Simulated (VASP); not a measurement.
Set up this calculation in VASP 6.6.1, as the native input.

| Property | Result |
| --- | --- |
| Task | single point |
| Functional | PBE |
| Potentials or basis | VASP PAW PBE potentials, release 64 (Os) |
| Cutoff | 520 eV |
| k mesh | 11 × 11 × 6 |
| Occupations | gaussian, width 0.012 eV |
| Spin | no spin polarisation |
| Further INCAR settings | ALGO = Fast; EDIFF = 1e-06; NBANDS = 15 |

The structure of Os lies in POSCAR:

```
Os
1.0
    2.7341000000      0.0000000000      0.0000000000
   -1.3670500000      2.3678000565      0.0000000000
    0.0000000000      0.0000000000      4.3197000000
Os
2
Direct
    0.6666666667      0.3333333333      0.7500000000
    0.3333333333      0.6666666667      0.2500000000
```

One way to write it, as run:

INCAR

```
PREC = Accurate
ENCUT = 520
EDIFF = 1E-6
ISMEAR = 0
SIGMA = 0.012
LREAL = False
LASPH = True
NELM = 80
ALGO = Fast
ISIF = 2
LWAVE = False
LCHARG = False
GGA = PE
NBANDS = 15
```

KPOINTS

```
Automatic mesh
0
Gamma
  11 11 6
```

Potentials or basis: VASP PAW PBE potentials, release 64 (Os).

The run is started by

```bash
$ cat potpaw_PBE.64/Os/POTCAR > POTCAR
$ mpirun -np 1 vasp_std > vasp.out
```

It gave:

```yaml
Pressure: 8.7 GPa
Band_gap_on_the_k_mesh: none (metal or under the smearing width)
```

Run time: 16 s on 1 thread of AMD EPYC 9R45 (Zen 5), on a shared host, peak memory 0.11 GiB.
